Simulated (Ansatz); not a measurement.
## Sn$_{2}$Ge (P-3m1)

Computed with Ansatz 0.2.0, DFT PBE, scalar-relativistic, plane waves, PAW.

Cutoff 420 eV; k points 12×12×4 on the computed 6-atom cell (Γ-centred); Gaussian smearing, width 0.10 eV; no spin polarisation.

The structure is relaxed at this level of theory with its symmetry kept, and needn't be the ground state of this composition.

```cif
data_structure
_symmetry_space_group_name_H-M 'P-3m1'
_symmetry_Int_Tables_number 164
_cell_length_a 4.4993
_cell_length_b 4.4993
_cell_length_c 11.0631
_cell_angle_alpha 90.000
_cell_angle_beta 90.000
_cell_angle_gamma 120.000
_cell_volume 193.95
loop_
_atom_site_label
_atom_site_type_symbol
_atom_site_symmetry_multiplicity
_atom_site_Wyckoff_symbol
_atom_site_fract_x
_atom_site_fract_y
_atom_site_fract_z
_atom_site_occupancy
Sn1 Sn 2 c 0.00000 0.00000 0.36929 1
Sn2 Sn 2 d 0.33333 0.66667 0.04898 1
Ge1 Ge 2 d 0.66667 0.33333 0.70815 1
```

Formation energy from the elements' standard states (uncorrected)?

+0.041 eV/atom.

Kohn–Sham band gap?

none (metal).

Density of states at the Fermi level?

0.5 states/eV per cell.

Orbital (Löwdin) character within 0.5 eV of the Fermi level?

Sn 5p 60 %, Ge 4p 20 %, Sn 5s 10 %, Ge 4s 8 %.

Bader charge by site (e)?

Sn (2 in the cell) 0.23, Sn (2 in the cell) 0.06, Ge (2 in the cell) -0.29.

The cell was found from a structure generator's guess, not taken from experiment. Löwdin shares on free-atom orbitals overweight diffuse shells.
